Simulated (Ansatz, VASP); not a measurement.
# Hf32O63 (V_O): VASP beside Ansatz

Aim: how closely do two programs agree when they are given the same cell, functional and k mesh? The cell is taken from a series of runs on this material, whose earlier steps may have relaxed, scaled, displaced or heated it; both programs get it as it stands.

Calculated with Ansatz 0.2.0; plane waves, with VASP 6.6.1 beside it; single point at PBEsol.

## Step 1: The structure

The cell holds 95 atoms: 32 Hf and 63 O. Its edges and angles: a = 10.192 Å, b = 10.355 Å, c = 10.542 Å, α = 90.0°, β = 99.6°, γ = 90.0°. It derives from HfO2 (HfO2 (P2_1/c)). Nearest the centre at fractional (0.536, 0.581, 0.420): Hf25 at 1.98 Å, Hf2 at 2.02 Å, Hf32 at 2.14 Å, O90 at 2.47 Å, O46 at 2.52 Å, O85 at 2.72 Å, O55 at 2.77 Å, O39 at 2.77 Å.

## Step 2: VASP: single point, PBEsol

A single point gives forces, pressure and levels at one fixed geometry, so differences don't come from the geometry; what else differs is listed under the comparison.

Lines of VASP's logs that name or quote its potential files are left out, and so is its time.

Contents of INCAR:

```
SYSTEM = Hf32O63
PREC = Accurate
ENCUT = 520
EDIFF = 1E-06
NELM = 120
ISMEAR = 0
SIGMA = 0.01
LREAL = Auto
ALGO = Normal
GGA = PS
NBANDS = 416
LASPH = .TRUE.
LORBIT = 11
LWAVE = .FALSE.
LCHARG = .FALSE.
ISIF = 2
ISYM = 0
GGA_COMPAT = .FALSE.
EFERMI = MIDGAP
NCORE = 2
```

Contents of POSCAR:

```
Hf32O63
1.0
   10.1921241429      0.0000000000     -0.0032967114
    0.0000000000     10.3550610872      0.0000000000
   -1.7563542387      0.0000000000     10.3946742571
Hf O
32 63
Direct
    0.1390800000      0.2288700000      0.3537100000
    0.3632500000      0.4802900000      0.3957500000
    0.3617000000      0.2718000000      0.1454400000
[... 3 atom lines left out ...]
    0.3620600000      0.2726600000      0.6446400000
[... 1 atom line left out ...]
    0.1385200000      0.7282300000      0.3542000000
    0.3615100000      0.9787900000      0.3959800000
    0.3610500000      0.7712500000      0.1462500000
    0.1389400000      0.5214100000      0.1040500000
[... 2 atom lines left out ...]
    0.3622300000      0.7716000000      0.6448700000
    0.1383000000      0.5218300000      0.6036800000
    0.6391200000      0.2283900000      0.3539600000
    0.8605800000      0.4777700000      0.3956300000
[... 4 atom lines left out ...]
    0.8615900000      0.2714400000      0.6458900000
    0.6389100000      0.0215900000      0.6039100000
    0.6356000000      0.7246400000      0.3570200000
[... 2 atom lines left out ...]
    0.6387700000      0.5209400000      0.1053500000
    0.6394100000      0.7285700000      0.8544900000
[... 1 atom line left out ...]
    0.8609000000      0.7717500000      0.6459400000
    0.6383600000      0.5214600000      0.6044700000
    0.2254600000      0.3717200000      0.4892600000
[... 2 atom lines left out ...]
    0.2238700000      0.3787100000      0.2389100000
[... 1 atom line left out ...]
    0.4651900000      0.4173800000      0.0778700000
    0.4667300000      0.3356000000      0.3281900000
[... 6 atom lines left out ...]
    0.4653700000      0.4211000000      0.5761400000
[... 2 atom lines left out ...]
    0.2238600000      0.8709600000      0.4896000000
    0.2775300000      0.6210000000      0.2605900000
    0.2769300000      0.6293700000      0.0102000000
    0.2243900000      0.8791600000      0.2395500000
[... 1 atom line left out ...]
    0.4655500000      0.9169500000      0.0799100000
    0.4633800000      0.8275400000      0.3330900000
[... 2 atom lines left out ...]
    0.2765000000      0.6213400000      0.7595700000
    0.2763000000      0.6290700000      0.5094700000
[... 2 atom lines left out ...]
    0.4641900000      0.9201300000      0.5800600000
[... 2 atom lines left out ...]
    0.7244000000      0.3698700000      0.4901100000
[... 2 atom lines left out ...]
    0.7245400000      0.3781500000      0.2395500000
[... 7 atom lines left out ...]
    0.7246100000      0.3784300000      0.7402700000
    0.5362600000      0.1699000000      0.6693900000
    0.9642900000      0.4189700000      0.5793000000
[... 2 atom lines left out ...]
    0.7233300000      0.8704100000      0.4898300000
    0.7757800000      0.6210200000      0.2614300000
[... 1 atom line left out ...]
    0.7241300000      0.8793900000      0.2398700000
    0.5338600000      0.6649500000      0.1760000000
[... 3 atom lines left out ...]
    0.7780900000      0.6219900000      0.7612500000
    0.7705300000      0.6292300000      0.5092600000
    0.7237400000      0.8793100000      0.7399500000
    0.5364100000      0.6684300000      0.6695700000
[... 2 atom lines left out ...]
    0.5353700000      0.5831900000      0.9221800000
```

Contents of KPOINTS:

```
Points of the shifted mesh
1
Reciprocal
 0.2500000000  0.2500000000  0.2500000000 1
```

PAW data sets: Hf_pv and O (PBE family, release 64).

Command:

```bash
$ mpirun -np 8 vasp_std
```

Numbers of over 12 decimals in the logs are rounded to 6 here.

Output:

```text
[banner, memory and clock lines left out]
running    8 mpi-ranks, on    1 nodes
[...]
|                                                                             |
|               ----> ADVICE to this user running VASP <----                  |
|                                                                             |
|     You enforced a specific xc type in the INCAR file but a different       |
|     [... a line on the potential file left out ...]
|     I HOPE YOU KNOW WHAT YOU ARE DOING!                                     |
|                                                                             |

 LDA part: xc-table for (Slater+PW92), standard interpolation
 POSCAR, INCAR and KPOINTS ok, starting setup
[...]
entering main loop
       N       E                     dE             d eps       ncg     rms          rms(c)
DAV:   1     0.501429135426E+04    0.50143E+04   -0.39543E+05   832   0.168E+03
DAV:   2    -0.745073326061E+03   -0.57594E+04   -0.55590E+04   992   0.450E+02
DAV:   3    -0.115223571213E+04   -0.40716E+03   -0.40427E+03   952   0.106E+02
DAV:   4    -0.116138279436E+04   -0.91471E+01   -0.91072E+01   968   0.164E+01
[...]
DAV:  15    -0.100714423986E+04   -0.63428E-05   -0.17929E-05   944   0.792E-03    0.442E-02
DAV:  16    -0.100714423769E+04    0.21672E-05   -0.32237E-06   720   0.400E-03    0.202E-02
DAV:  17    -0.100714423855E+04   -0.85808E-06   -0.10111E-06   520   0.200E-03
   1 F= -.10071442E+04 E0= -.10071442E+04  d E =0.000000E+00
```

OUTCAR, selected parts (step 2):

```text
  FREE ENERGIE OF THE ION-ELECTRON SYSTEM (eV)
  ---------------------------------------------------
  free  energy   TOTEN  =     -1007.1442385460 eV

  energy  without entropy=    -1007.1442385460  energy(sigma->0) =    -1007.14423855
```

Harder data sets than Hf_pv exist (the GW ones), and pressures, volumes and forces can shift noticeably with them.

## Step 3: Ansatz: single point, PBEsol

Ansatz runs on its PAW soft_1 files.

The same cell, functional and mesh now go to Ansatz.

Contents of input.yaml:

```yaml
crystal:
  checkpoint: "../q0.relax.run"
  host: checkpoint
basis:
  ecutwfc: 420
  xc_grid: 2
hamiltonian:
  xc: pbesol
  pseudopotentials: { kind: paw, azcp: { folder: soft_1 }, xc_functional: pbe }
kpoints:
  mp_grid: { grid: [1, 1, 1], shift: [0.25, 0.25, 0.25] }
scf:
  occupations: { method: fixed }
  max_iter: 60
output:
  forces: true
  charged_corrections:
    epsilon: [[5.04, 0.0, 0.14], [0.0, 5.07, 0.0], [0.14, 0.0, 4.75]]
    static_epsilon: [[20.65, 0.0, 1.35], [0.0, 18.84, 0.0], [1.35, 0.0, 15.26]]
    defect_position: [0.535647, 0.581267, 0.420391]
  eigenvalues: true
  eigenstates: { localisation: true }
checkpoint:
  read: "../q0.relax.run"
  write: "../q0.a0.run"
  compress: false
  write_wavefunctions: false
  write_every: 100000
```

Command:

```bash
$ ansatz run input.yaml --threads 32 --pin off --max-ram 84787MiB --backend cuda --events-out ev --progress --plain --runs-dir out --max-vram 78GiB
```

Output:

```text
crystal.checkpoint: the structure is that of <dir>, a `relax` run, at its step 7: its result, under pbesol at a charge of 0 e; 95 atoms read, 0 with a starting moment; crystal.structure_sha256 for this input is
Engine: ansatz 0.2.0, aarch64-unknown-linux-gnu
Pseudopotentials: kind: paw
Pseudopotential: Hf, paw, valence charge 26, recommended cutoff 420 eV (normal), soft_1/Hf.paw.azcp
Pseudopotential: O, paw, valence charge 6, recommended cutoff 420 eV (normal), soft_1/O.paw.azcp
Functional definition: PBEsol
  exchange = pbesol_x
  correlation = pbesol_c
device memory: the entry about to start is reckoned to put 6.3 GiB on a device that reports 166.1 GiB free (of which the cap on the GPU budget leaves the run 78.0 GiB)
GPU FFT provider: cuFFT
GPU libraries: cuBLAS 13.8.1, cuFFT 12.4.0, cuSOLVER 12.3.2
GPU matrix products: emulated (plane waves: as basis.precision tells), large ones in fixed point in workspaces of 1.00 GiB
Crystal: 95 atoms, lattice volume = 1096.995 Å³
Basis set: ecut = 420 eV, 21487 PW (Γ), exchange–correlation on 144×144×144 points (8 copies of the dense FFT grid, shifted against one another)
Bands: 726, of which v1, the nominal top of the filled ones, is band 605 counted from 1 (604 counted from 0)
Symmetry: 1 space group operations
Space group: P1 (ITA 1), of the structure as read, at distance tolerance 1.0e-4 Å
k-points: 1
Non-local potential: Hf, projectors of the file, l = 0: 3, l = 1: 2, l = 2: 2, l = 3: 3
Non-local potential: O, projectors of the file, l = 0: 2, l = 1: 2, l = 2: 1
PAW form: soft (Blöchl's): semilocal exchange-correlation on the pseudo side does not see the compensation charge
PAW frozen core: Hf, regenerated for the run's functional, and the local potential with it (the file was generated under x = pbe(κ = 0.804, μ = 0.219515), c = pbe(β = 0.066725))
PAW frozen core: O, regenerated for the run's functional, and the local potential with it (the file was generated under x = pbe(κ = 0.804, μ = 0.219515), c = pbe(β = 0.066725))
PAW one-centre angular grid: Hf, 590 points (default); XC on 64 Gauss nodes
PAW one-centre angular grid: O, 110 points (default); XC on 64 Gauss nodes
Initial density: read from a saved state, or passed on in memory by an earlier SCF of this step, an earlier step, the calling program or the single point that the run made first
Stability of the state it starts from, as read at its close in the unpolarized treatment: not read negative (Ritz values of 1 − χ₀K, real part plus size of imaginary part, from 1.0 to 1.6, by its mixing steps under no symmetry)
Initial wavefunctions: those read from a saved state, or passed on in memory by an earlier step or the calling program
GPU buffer pool allocated for 373248 grid points (all kernels)
GPU transforms: local potential and band sums: pruned to the plane-wave sphere, on 72×72×72
Functional: x = pbesol(κ = 0.804, μ = 0.123457), c = pbesol(β = 0.046)
SCF iter   1: F=—  HF=-534669.308417 eV  |Δ(HF+E_count)|=         —  Δρ=1.23e-6  dr2=1.45e-8  Hψ=1788
preconditioner: auto → Resta (q_TF=auto, 2.773 Å⁻¹)  ε∞=5.4  [insulator: Δε(μ)=1.373 eV  Ē_g=18.006 eV  n_scr=410 (ndim 8)  ℏωp=38.0 eV  f_vac=0.072  ε∞_Penn≈5.4]
SCF iter   2: F=-534669.308417 eV  HF=-534669.308417 eV  |Δ(HF+E_count)|=   1.28e-9  Δρ=6.99e-7  dr2=5.72e-9  Hψ=2133
SCF 1 converged in 2 iterations: F = -534669.308417 eV  dr2 = 5.72e-9
  greatest PAW one-centre occupation: 0.999 electrons in one spin orbital (limit 2), on the Hf atom at site 14 (counted from 0), in its partial waves of l = 3
SCF converged after 2 iterations
Free energy (F): -534669.308417 eV
Harris-Foulkes:  -534669.308417 eV  (|F-HF|=3.49e-10)
Internal energy: -534669.308417 eV  (E = F + TS)
E sigma→0 (E₀):  -534669.308417 eV
Fermi energy:    15.690577 eV
--- Per-component energies (eV) ---
  E_band       = -1379.276267
  E_kinetic    = 23595.774876
  E_local      = -236328.685932  (includes V_loc(G=0)·N_el)
  E_nonlocal   = 5589.493530
  E_hartree    = 112243.368163
  E_xc         = -12914.654735
  E_vxc        = -13857.896992  (∫ρ·V_xc dr)
  E_paw        = -252426.018961  (= ΣΔE_a)
  E_vpaw       = -4864.750072  (= ΣTr[D̂ρ^β])
  E_aug_tail   = 0.051444  (compensation charges beyond the density's cutoff)
  E_ewald      = -174470.893739
  E_core_change = 42.256936  (= ΣΔE_core)
  E_smearing   = -0.000000  (= −TS)
  E_closure    = 0.000000  (closes the sum)
  Σ components = -534669.308417   (vs F -534669.308417, Δ=0.00e0)
--- Forces (eV/Å), atoms counted from 1 ---
  atom   1  Hf    -0.00142779     0.00010752    -0.00204459
  atom   2  Hf     0.00045702    -0.00024457    -0.00288489
  atom   3  Hf     0.00032691    -0.00134215    -0.00105249
  atom   4  Hf    -0.00288515     0.00073158    -0.00042770
  atom   5  O      0.00005123    -0.00028453     0.00150921
  atom   6  O      0.00139942    -0.00018936     0.00087625
  [... 89 more lines of this table ...]
  max |Σ_I F_I| component: 1.52e-5 eV/Å
--- Band table (eV) ---
  k-point 0: bands = ["-47.3783", "-47.3633", "-47.3580", "-47.3561", "-47.3553", "-47.3532", "-47.3497", "-47.3472", "-47.3457", "-47.3431", "-47.3420", "-47.3412", "-47.3393", "-47.3384", "-47.3378"
```

## Step 4: Comparison

Known differences besides the potentials themselves: fixed occupations in Ansatz, narrow Gaussian smearing in VASP; the data sets hold 1210 valence electrons in Ansatz (on its PAW soft_1 files) and 698 in VASP; the cutoff is 420 eV in Ansatz and 520 eV in VASP (PREC = Accurate, projectors in real space); Ansatz makes its cores anew for this functional, VASP keeps those of its PBE data sets. Total energies have different zeros and are not compared.

Compared:

```csv
quantity,Ansatz,VASP,difference
gap on the k mesh (eV),1.373,1.362,+0.012
```

Forces on 7 of the 95 atoms, those with the largest forces and the largest differences (eV/Å; atoms numbered as in POSCAR):

```csv
atom,"Ansatz x, y, z","VASP x, y, z"
Hf2,"0.000, 0.000, -0.003","-0.079, -0.080, 0.045"
Hf4,"-0.003, 0.001, 0.000","-0.047, 0.013, -0.064"
Hf12,"-0.002, -0.001, -0.001","-0.046, 0.008, -0.063"
Hf25,"-0.002, 0.000, 0.003","0.038, 0.078, -0.085"
Hf27,"0.000, 0.002, -0.001","0.042, 0.023, 0.063"
Hf30,"0.001, 0.000, 0.001","0.043, -0.012, 0.065"
Hf31,"0.002, 0.002, 0.001","0.044, 0.021, 0.069"
```

The forces differ by 35 meV/Å r.m.s., where the r.m.s. force is 0.001 eV/Å in Ansatz and 0.035 eV/Å in VASP: the atoms lie near their places of rest in Ansatz, so a percentage would say little (all taken over all components). A gap on the mesh is an upper bound, since the band edges may lie between its points; neither run holds spin-orbit coupling, which can move the band edges of a compound of Hf.

## Step 5: What came out

- r.m.s. force difference (single point, PBEsol): 35 meV/Å

In words: The r.m.s. force difference is 35 meV/Å (single point, PBEsol), beyond the 12 meV/Å picked in this series as the mark of a large difference. The data sets hold unlike numbers of valence electrons (1210 in Ansatz and 698 in VASP), so part of the differences comes from the potentials. What causes the difference of the single point, PBEsol pair stays open here. How closely two codes agree says nothing of how well the functional describes the real material.

[Lines on the potential files, build, host, timing and source positions are cut from VASP's logs without a mark.]

[Logs are printed without paths, hosts, clocks, repeated set-up lines and the standing remarks that a program may print on its own settings, such as how far it seeks lower states.]

[Hosts, paths, dates, database ids (printed as entryN), source tags and the programs' standing remarks are cut or masked in the printed files.]
